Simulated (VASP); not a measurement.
## LiH: equation of state with PBE

LiH:

```
Li H
1.0
     2.78011    0.00000    0.00000
    -1.39006    2.40765    0.00000
     0.00000    0.00000    4.88519
Li H
2 2
Cartesian
  0.0000 0.0000 0.0000
  0.0000 0.0000 2.4426
  1.3901 0.8025 1.2213
  0.0000 1.6051 3.6639
```

The cell was built by a generator and needn't be a form met in nature.

```
Program                : VASP 6.6.1
Task                   : equation of state
Functional             : PBE
Potentials or basis    : VASP PAW PBE potentials, release 64 (Li_sv, H)
Cutoff                 : 520 eV
k mesh                 : 11 × 11 × 6
Occupations            : fermi-dirac, width 0.05 eV
Spin                   : no spin polarisation
Further INCAR settings : ALGO = Normal; EDIFF = 1e-07; NBANDS = 12
```

The equilibrium volume is 8.18 Å³/atom. The bulk modulus at fixed shape and positions is 35 GPa and the pressure derivative of the bulk modulus is 3.3.

Energy against volume, from the lowest point:
| volume (Å³/atom) | energy (meV/atom) |
| --- | --- |
| 7.684 | 3.61 |
| 7.848 | 1.59 |
| 8.011 | 0.40 |
| 8.175 | 0.00 |
| 8.338 | 0.31 |
| 8.502 | 1.28 |
| 8.665 | 2.85 |

All runs of the series together: 6.7 min on 1 thread of Intel(R) Xeon(R) Platinum 8175M CPU @ 2.50GHz (Skylake/Cascade Lake) (shared host).

Caveat: the cutoff is under 1.25 times the usual one of these potentials, so pressure, stress and relaxed cells hold a basis-set (Pulay) error; the cell was scaled at fixed shape and fractional positions, which overstates the stiffness of a crystal with free parameters, most of all of layers and chains.
